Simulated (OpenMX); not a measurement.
A run of OpenMX 3.8.5 is set up as follows.

Al.dat

```
System.CurrrentDirectory             ./
System.Name                          Al
DATA.PATH                            ./DFT_DATA13
level.of.stdout                      1
level.of.fileout                     0
Species.Number                       1
<Definition.of.Atomic.Species
  Al  Al7.0-s2p2d1           Al_PBE13
Definition.of.Atomic.Species>

Atoms.Number                         1
Atoms.SpeciesAndCoordinates.Unit     FRAC
<Atoms.SpeciesAndCoordinates
    1  Al    0.0059780000   -0.0131190000    0.0211680000   1.500  1.500
Atoms.SpeciesAndCoordinates>

Atoms.UnitVectors.Unit               Ang
<Atoms.UnitVectors
     0.0478940000    1.9691420000    2.0268530000
     2.0432560000   -0.0083540000    2.0831010000
     2.0405820000    2.0227150000   -0.0056790000
Atoms.UnitVectors>

scf.XcType                           GGA-PBE
scf.SpinPolarization                 off
scf.ElectronicTemperature            580.226
scf.energycutoff                     260.0
scf.maxIter                          100
scf.EigenvalueSolver                 band
scf.Kgrid                            7 7 7
scf.Mixing.Type                      rmm-diisk
scf.Init.Mixing.Weight               0.05
scf.Min.Mixing.Weight                0.001
scf.Max.Mixing.Weight                0.3
scf.Mixing.History                   25
scf.Mixing.StartPulay                8
scf.criterion                        1.0e-8
scf.stress.tensor                    on
MD.Type                              nomd
```

Potentials or basis: OpenMX 2013 PBE set, Al7.0-s2p2d1, grid cutoff 260 Ry.

The run is started by

```console
$ openmx Al.dat -nt 1 > Al.std
```

(1) Estimate the band gap on the k mesh.

(2) Predict the pressure.

## Answers

(1) none (metal or under the smearing width).

(2) -1.9 GPa.

Caveat: the k mesh is coarse (spacing up to 0.39 Å⁻¹), so the values aren't converged; the basis of atomic orbitals isn't converged, which shifts pressures, moduli and gaps.
